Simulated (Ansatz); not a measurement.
# AlAs (F-43m): exact exchange against the cheap answer

The task here is to estimate one member of a computed series from the others.

Method: DFT at several levels, plane waves, PAW, in Ansatz 0.2.0.

## The system as given

It takes space group F-43m (No. 216, cubic). Conventional cell: a = 5.661 Å, b = 5.661 Å, c = 5.661 Å, α = 90.00°, β = 90.00°, γ = 90.00°. Al (site symmetry -43m) has 4 As at 2.45 Å in its first shell of neighbours. Around As (site symmetry -43m) lie 4 Al at 2.45 Å.

Structure file:

```cif
data_structure
_symmetry_space_group_name_H-M 'F-43m'
_symmetry_Int_Tables_number 216
_cell_length_a 5.6608
_cell_length_b 5.6608
_cell_length_c 5.6608
_cell_angle_alpha 90.000
_cell_angle_beta 90.000
_cell_angle_gamma 90.000
_cell_volume 181.40
loop_
_atom_site_label
_atom_site_type_symbol
_atom_site_symmetry_multiplicity
_atom_site_Wyckoff_symbol
_atom_site_fract_x
_atom_site_fract_y
_atom_site_fract_z
_atom_site_occupancy
Al1 Al 4 a 0.00000 0.00000 0.00000 1
As1 As 4 c 0.25000 0.25000 0.25000 1
```

At PBE, an earlier run found 2.59 GPa for this cell of 22.675 Å³/atom (8×8×8 mesh), gap on the mesh 1.44 eV.

The cell stays fixed from here on.

Levels to run, all on a 4×4×4 mesh: PBE; PBE0 form (fraction 1/ε∞); HSE06 form (fraction 0.15); HSE06 form (screening 0.4 Å⁻¹); PBE0 form (fraction 0.1). Hardware: 4 threads of Arm Neoverse V1, shared host.

Set-up of the first run:

Contents of input.yaml:

```yaml
crystal:
  lattice:
    - [0.0, 2.83040004, 2.83040004]
    - [2.83040004, 0.0, 2.83040004]
    - [2.83040004, 2.83040004, 0.0]
  atoms:
    - { symbol: Al, position: [0.0, 0.0, 0.0] }
    - { symbol: As, position: [0.75, 0.75, 0.75] }
basis:
  ecutwfc: 420
  ecutrho_ratio: 4
kpoints:
  mp_grid: { grid: [4, 4, 4] }
hamiltonian:
  xc: pbe
scf:
  occupations: { method: gaussian, width: 0.05 }
output:
  forces: true
  stress: true
  eigenvalues: true
  populations: true
  write_density: true
  write_potential: true
  elf: true
  volumetric_format: npy
```

On the command line:

```sh
> ansatz run input.yaml --threads 4 --pin off --max-ram 8192MiB --backend cpu --events-out ev --progress --plain --runs-dir out
```

Among the steps run: PBE; PBE0 form (fraction 1/ε∞); HSE06 form (fraction 0.15); HSE06 form (screening 0.4 Å⁻¹); PBE0 form (fraction 0.1).

One of the session's tables, all rows but one given; the rest of the session is left out.

It belongs to the step «The sweep». 

```
                         level  gap on the mesh (eV)  pressure (GPa)
                           PBE                  1.42             2.9
     PBE0 form (fraction 1/ε∞)                  1.99             2.1
    HSE06 form (fraction 0.15)                     ?               ?
HSE06 form (screening 0.4 Å⁻¹)                  1.80             1.6
      PBE0 form (fraction 0.1)                  1.95             2.1
```

Q: Estimate the row for HSE06 form (fraction 0.15) from the others.

The run gave: gap on the mesh (eV): 1.82; pressure (GPa): 1.8. In the column «gap on the mesh (eV)» it lies between HSE06 form (screening 0.4 Å⁻¹) (1.80) and PBE0 form (fraction 0.1) (1.95).

To keep in mind: Gaps are over this coarse mesh alone, and total energies of different levels can't be compared. The program warned that the SCF threshold is loose for the stress of this hybrid run. Warnings in the runs' records: stress exchange threshold loose, stress scf threshold loose.
